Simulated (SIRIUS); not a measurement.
Input of a SIRIUS 7.12.0 run:

sirius.json

```json
{
  "control": {
    "processing_unit": "cpu",
    "verbosity": 2,
    "num_bands_to_print": 35,
    "print_forces": true,
    "print_stress": true
  },
  "parameters": {
    "electronic_structure_method": "pseudopotential",
    "xc_functionals": ["XC_GGA_X_PBE_SOL", "XC_GGA_C_PBE_SOL"],
    "gk_cutoff": 9.6,
    "pw_cutoff": 19.2,
    "ngridk": [10, 10, 5],
    "shiftk": [0, 0, 0],
    "smearing": "fermi_dirac",
    "smearing_width": 0.0018374661,
    "num_bands": 35,
    "num_mag_dims": 0,
    "num_dft_iter": 100,
    "energy_tol": 1e-08,
    "density_tol": 1e-06
  },
  "iterative_solver": {
    "type": "davidson",
    "min_tolerance": 1e-10
  },
  "mixer": {
    "type": "anderson",
    "beta": 0.7,
    "max_history": 8
  },
  "settings": {
    "tol_ne": 1e-10,
    "pseudo_grid_cutoff": 6.5
  },
  "unit_cell": {
    "lattice_vectors": [
      [4.430746358104, -3.237856741934, 0.0],
      [4.430746358104, 3.237856741934, 0.0],
      [-1.626212046682, 0.0, 9.560949127168]
    ],
    "atom_coordinate_units": "lattice",
    "atom_types": ["Cu", "O"],
    "atom_files": {
      "O": "O.json",
      "Cu": "Cu.json"
    },
    "atoms": {
      "Cu": [
        [0.505702, -0.009996, 0.495236],
        [0.011543, 0.501015, -0.002723]
      ],
      "O": [
        [0.400118, 0.577525, 0.760988],
        [0.576347, 0.414077, 0.25814]
      ]
    }
  }
}
```

Potentials or basis: PseudoDojo 0.4.1 PBEsol standard (scalar relativistic).

The run is started by

```bash
$ upf_to_json O.upf
$ upf_to_json Cu.upf
$ OMP_NUM_THREADS=4 sirius.scf --input=sirius.json --output=out.json --task=0
```

Estimate the band gap on the k mesh.

none (metal or under the smearing width).

Predict the largest force.

1.565 eV/Å.

Estimate the pressure.

-2.1 GPa.

Forces in eV/Å, atoms in the order of the input:
```
Cu  -0.206  0.228  0.818
Cu  -1.068  0.489  0.773
O    0.865 -0.844 -0.994
O    0.409  0.126 -0.597
```

Caveat: the run has no spin polarisation, though such a crystal can be magnetic; semilocal functionals often make such compounds metallic where correlation or magnetic order opens a gap, which also shifts bond lengths.
